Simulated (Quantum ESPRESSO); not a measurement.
**TiB2 under changes of volume**

One of the cells (8.552 Å³/atom); the others are scaled copies at fixed shape and fractional positions:

```
Ti B
1.0
     3.02920    0.00000    0.00000
    -1.51460    2.62336    0.00000
     0.00000    0.00000    3.22840
Ti B
1 2
Direct
  0.00000 0.00000 0.00000
  0.66667 0.33333 0.50000
  0.33333 0.66667 0.50000
```

```yaml
Program: Quantum ESPRESSO 7.5
Functional: r2SCAN
Potentials_or_basis: SG15 PBE 1.2
Cutoff: 952 eV
Density_cutoff: 3810 eV
k_mesh: 8 × 8 × 6
Occupations: fermi-dirac, width 0.05 eV
Spin: no spin polarisation
```

```csv
volume (Å³/atom),energy over the lowest point (meV/atom),pressure (GPa)
8.039,?,?
8.210,5.98,8.6
8.381,0.01,2.7
8.552,0.00,-2.6
8.723,5.41,-7.4
8.894,15.73,-11.8
9.065,30.50,-15.8
```

Task: What does the run at 8.039 Å³/atom give?

Result: Energy over the lowest point 18.52 meV/atom; pressure 15.0 GPa.

Worked out: A Birch-Murnaghan fit of order 3 (a polynomial in V^(-2/3)) to the other rows has its minimum at 8.47 Å³/atom with B0 = V·E''(V) = 264 GPa and B' = 3.8 at fixed shape and positions, which overstates the stiffness. It gives 18.54 meV/atom at 8.039 Å³/atom, against the run's 18.52, and -dE/dV = 15.1 GPa, against 15.0.

Energies are extrapolated to zero smearing.

Caveats: the potentials were made for another functional, which shifts forces and pressure.
